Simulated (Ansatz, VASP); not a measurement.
TaN: VASP beside Ansatz

Contents of INCAR:

```
SYSTEM = TaN
PREC     = Accurate       ! precision mode
ENCUT    = 520            ! plane-wave cutoff, eV
EDIFF    = 1E-6           ! SCF threshold, eV
ISMEAR   = -1             ! smearing method
SIGMA    = 0.01           ! smearing width, eV
LREAL    = .FALSE.        ! projectors in reciprocal space
LASPH    = .TRUE.         ! aspherical terms in the spheres
NELM     = 80             ! most SCF steps
ALGO     = Normal         ! electronic algorithm
ISIF     = 2              ! what is computed and relaxed
LWAVE    = .FALSE.        ! write WAVECAR
LCHARG   = .FALSE.        ! write CHGCAR
GGA      = PS             ! functional
NBANDS   = 24             ! bands
```

The input KPOINTS:

```
Automatic mesh
0
G
  9 9 5
  0 0 0
```

The input POSCAR:

```
TaN
1.0
    3.0500010905      0.0000000000      0.0000000000
   -1.5250005453      2.6413784260      0.0000000000
    0.0000000000      0.0000000000      4.9400000000
Ta N
2 2
Direct
    0.3333333333      0.6666666667      0.0000000000
    0.6666666667      0.3333333333      0.5000000000
    0.3333333333      0.6666666667      0.3850000000
    0.6666666667      0.3333333333      0.8850000000
```

Input for Ansatz:

```yaml
crystal:
  lattice:
    - [3.0500010905, 0.0, 0.0]
    - [-1.5250005453, 2.641378426, 0.0]
    - [0.0, 0.0, 4.94]
  atoms:
    - { symbol: Ta, position: [0.3333333333, 0.6666666667, 0.0] }
    - { symbol: Ta, position: [0.6666666667, 0.3333333333, 0.5] }
    - { symbol: "N", position: [0.3333333333, 0.6666666667, 0.385] }
    - { symbol: "N", position: [0.6666666667, 0.3333333333, 0.885] }
kpoints:
  mp_grid: { grid: [9, 9, 5] }
  band_path:
    path:
      - [0.0, 0.0, 0.0]
      - [0.5, 0.0, 0.0]
      - [0.3333333333, 0.3333333333, 0.0]
      - [0.0, 0.0, 0.0]
      - [0.0, 0.0, 0.5]
      - [0.5, 0.0, 0.5]
      - [0.3333333333, 0.3333333333, 0.5]
      - [0.0, 0.0, 0.5]
      - [0.5, 0.0, 0.5]
    npoints: 14
scf:
  occupations: { method: fermi_dirac, width: 0.01 }
hamiltonian:
  xc: pbesol
  pseudopotentials: { kind: all_electron, lapw: { basis_error: 0.001 } }
output:
  forces: true
  stress: true
  eigenvalues: true
  populations: true
  dos: { projected: true, de: 0.2, e_range: [-14, 8] }
```

Alike in both runs: task single point; functional PBEsol; k mesh 9 × 9 × 5; occupations fermi-dirac, width 0.01 eV; no spin polarisation.

|  | VASP | Ansatz |
| --- | --- | --- |
| version | VASP 6.6.1 | Ansatz 0.2.0 |
| potentials or method | VASP PAW PBE potentials, release 64 (Ta_pv, N) | all-electron LAPW, scalar-relativistic |
| plane-wave cutoff (eV) | 520 | see its input |

VASP gave:

* rms of the force components (eV/Å): 1.339

Question: What did Ansatz give for the same quantities?

Answer: rms of the force components (eV/Å): 1.308.

Atom by atom the forces differ by 0.031 eV/Å (rms over components). Ansatz ran all-electron here, so the differences hold the error of VASP's frozen core and of both bases.

Caveats: the PAW data sets were made with another functional, which shifts forces and pressure a little (VASP). Spin-orbit coupling is left out, which matters for the levels of Ta.
